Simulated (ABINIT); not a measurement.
The system is LiF (Griceite).

```
F Li
1.0
     0.00000    2.01400    2.01400
     2.01400    0.00000    2.01400
     2.01400    2.01400    0.00000
F Li
1 1
Direct
  0.50000 0.50000 0.50000
  0.00000 0.00000 0.00000
```

Program: ABINIT 10.8.3 (patched build). Alike in all runs: task band structure; no spin polarisation; cell as given; k mesh 11 × 11 × 11; smearing fermi-dirac 0.05 eV. Hardware: 4 MPI ranks on Arm Neoverse V2 (shared host).

Order these runs on this cell by their wall time, lowest first.
A. level PBEsol; potentials or basis PseudoDojo NC SR PBEsol v0.4.1 standard; cutoff (eV) 1143
B. level TB-mBJ; potentials or basis JTH PAW LDA v2.0; cutoff (eV) 762; fine-grid cutoff 1360.57 eV
C. level r2SCAN; potentials or basis JTH PAW PBE v2.0; cutoff (eV) 762; fine-grid cutoff 1360.57 eV

A (8.3 s), C (23 s), B (55 s).

Runs at the PBE level aren't shown here.
